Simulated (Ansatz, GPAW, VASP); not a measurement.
## One calculation of CdS, 3 ways

```xyz
4
Lattice="4.1500 0.0000 0.0000 -2.0750 3.5940 0.0000 0.0000 0.0000 6.7370" Properties=species:S:1:pos:R:3 pbc="T T T"
Cd    2.0750    1.1980    3.3685
Cd    0.0000    2.3960    0.0000
S     2.0750    1.1980    5.8949
S     0.0000    2.3960    2.5264
```

Alike in all runs: task single point; functional PBE; k mesh 7 × 7 × 4; occupations gaussian, width 0.024 eV; no spin polarisation; no spin-orbit coupling. Pressure is positive in compression and, in plane waves, holds the error of the finite cutoff, which Ansatz's Pulay term estimates and takes out.

| program and potentials | plane-wave cutoff (eV) | notes | pressure (GPa) | largest force (eV/Å) |
| --- | --- | --- | --- | --- |
| Ansatz, Ansatz PAW | 420 | 13 valence electrons an atom on average; Pulay term of +0.04 GPa included | 2.07 | 0.068 |
| VASP, PBE PAW files Cd, S, 520 eV | 520 | 9 valence electrons an atom on average | 2.41 | 0.069 |
| GPAW, GPAW PAW data sets (gpaw-data 1.2.1) | 600 | 9 valence electrons an atom on average | 1.82 | 0.067 |

Force on atom 1 (Cd), eV/Å:

| program and potentials | x | y | z |
| --- | --- | --- | --- |
| Ansatz, Ansatz PAW | 0.000 | 0.000 | -0.068 |
| VASP, PBE PAW files Cd, S, 520 eV | 0.000 | 0.000 | -0.069 |
| GPAW, GPAW PAW data sets (gpaw-data 1.2.1) | 0.000 | 0.000 | -0.067 |

The pressure spans 1.82 (GPAW, GPAW PAW data sets (gpaw-data 1.2.1)) to 2.41 GPa (VASP, PBE PAW files Cd, S, 520 eV).

The functional is the same throughout but for its coding, so the spread measures potentials, basis and numerics; runs on potential files found faulty are left out.

All three calculations put this wurtzite cell under compression and would expand it. That fits the known tendency of PBE to underbind II-VI semiconductors and overestimate their lattice constants, since the cell lies close to the experimental size. The force on Cd is nearly the same throughout and points away from the sulfur directly above it, so it would lengthen the axial Cd-S bond. This is the expected internal relaxation: the axial ratio is slightly below ideal while the internal coordinate sits at its ideal value, leaving the axial bond a little shorter than the other three.

The pressure is more sensitive to the potentials than the force is, but its order doesn't follow the number of valence electrons. The two sets with 9 per atom give both extremes, and the one with 13 falls between them. Treating the Cd semicore shell as valence therefore can't alone explain the spread; the construction of the data sets and remaining basis errors probably contribute. The sign of the pressure and the direction of relaxation are robust, whereas the exact equilibrium volume remains undetermined.
